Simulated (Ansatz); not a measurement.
# C: a trial structure relaxed

Aim: relax C from this start, structure listed in a database for this formula (P6_3mc, No. 186), and see where it ends.

Method: DFT PBEsol, scalar-relativistic, plane waves, PAW, in Ansatz 0.2.0.

### Step 1. The starting structure

Symmetry: P6_3mc, No. 186, hexagonal system. Conventional cell: a = 2.456 Å, b = 2.456 Å, c = 29.492 Å, α = 90.00°, β = 90.00°, γ = 120.00°. C (site symmetry 3m) is surrounded by 3 C at 1.42 Å.

Coordinates:

```xyz
12
Lattice="2.4562 0.0000 0.0000 -1.2281 2.1272 0.0000 0.0000 0.0000 29.4919" Properties=species:S:1:pos:R:3 pbc="T T T"
C     1.2281    0.7091   29.4439
C     1.2281    0.7091   14.6979
C     1.2281    0.7091   21.6113
C     1.2281    0.7091    6.8654
C     0.0000    0.0000   18.1622
C     0.0000    1.4181    6.8654
C     0.0000    0.0000    3.4163
C     1.2281    0.7091   18.1623
C     0.0000    1.4181   21.6114
C     0.0000    1.4181    3.4163
C     0.0000    1.4181   14.6979
C     0.0000    1.4181   29.4439
```

(A quick probe on a coarse mesh, which set the mesh and smearing, is not shown.)

### Step 3. Full relaxation

input.yaml

```yaml
crystal:
  lattice:
    - [2.4562499605, 0.0, 0.0]
    - [-1.2281249803, 2.1271748638, 0.0]
    - [0.0, 0.0, 29.4918787]
  atoms:
    - { symbol: C, position: [0.66666667, 0.33333333, 0.9983718] }
    - { symbol: C, position: [0.66666667, 0.33333333, 0.49837191] }
    - { symbol: C, position: [0.66666667, 0.33333333, 0.73278795] }
    - { symbol: C, position: [0.66666667, 0.33333333, 0.23279033] }
    - { symbol: C, position: [0.0, 0.0, 0.61583799] }
    - { symbol: C, position: [0.33333333, 0.66666667, 0.23278795] }
    - { symbol: C, position: [0.0, 0.0, 0.11583799] }
    - { symbol: C, position: [0.66666667, 0.33333333, 0.61584001] }
    - { symbol: C, position: [0.33333333, 0.66666667, 0.73279033] }
    - { symbol: C, position: [0.33333333, 0.66666667, 0.11584001] }
    - { symbol: C, position: [0.33333333, 0.66666667, 0.4983718] }
    - { symbol: C, position: [0.33333333, 0.66666667, 0.99837191] }
basis:
  ecutwfc: 420
kpoints:
  mp_grid: { grid: [18, 18, 2] }
hamiltonian:
  xc: pbesol
scf:
  occupations: { method: gaussian, width: 0.1 }
output:
  forces: true
  stress: true
  eigenvalues: true
relax:
  adjacent_minimum: "off"
  f_tol: 0.01
  max_steps: 80
  cell: { stress_tol: 0.05 }
```

Before running it: what results should come out?

As calculated:

| quantity | value |
| --- | --- |
| cell | a = 2.459 Å, b = 2.459 Å, c = 29.261 Å, α = 90.00°, β = 90.00°, γ = 120.00° |
| space group | P6_3/mmc (No. 194) |
| volume | 12.77 Å³/atom |
| gap on the mesh | none (metal) |

The structure ended in another space group than at the start: P6_3mc to P6_3/mmc. The cell holds empty space of several Å, a single layer or slab in vacuum, so volume, pressure and the long edge depend on that space.
